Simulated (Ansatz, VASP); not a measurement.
One calculation of Mg, two programs

```
Mg
1.0
     3.20930    0.00000    0.00000
    -1.60465    2.77934    0.00000
     0.00000    0.00000    5.21030
Mg
2
Direct
  0.66667 0.33333 0.75000
  0.33333 0.66667 0.25000
```

Alike in both runs: task single point; functional PBE; k mesh 10 × 10 × 5; occupations gaussian, width 0.011 eV; no spin polarisation.

|  | VASP | Ansatz |
| --- | --- | --- |
| version | VASP 6.6.1 | Ansatz 0.2.0 |
| potentials or method | VASP PAW PBE potentials, release 64 (Mg) | Ansatz PAW |
| plane-wave cutoff (eV) | 520 | 420 |
| valence electrons in the cell | 4 | 20 |

Ansatz gave:

* gap on the k mesh at the Fermi level (eV): none
* pressure (GPa): -0.5
* largest component of the traceless stress (GPa): 0.51

Problem. What did VASP give for the same quantities?

Solution. gap on the k mesh at the Fermi level (eV): none; pressure (GPa): -0.6; largest component of the traceless stress (GPa): 0.53.

A gap of «none» marks a metal or a gap that the smearing closes. The functional is the same, so the differences come from potentials, cutoffs and numerics. The two sets of potentials don't hold the same shells in valence.
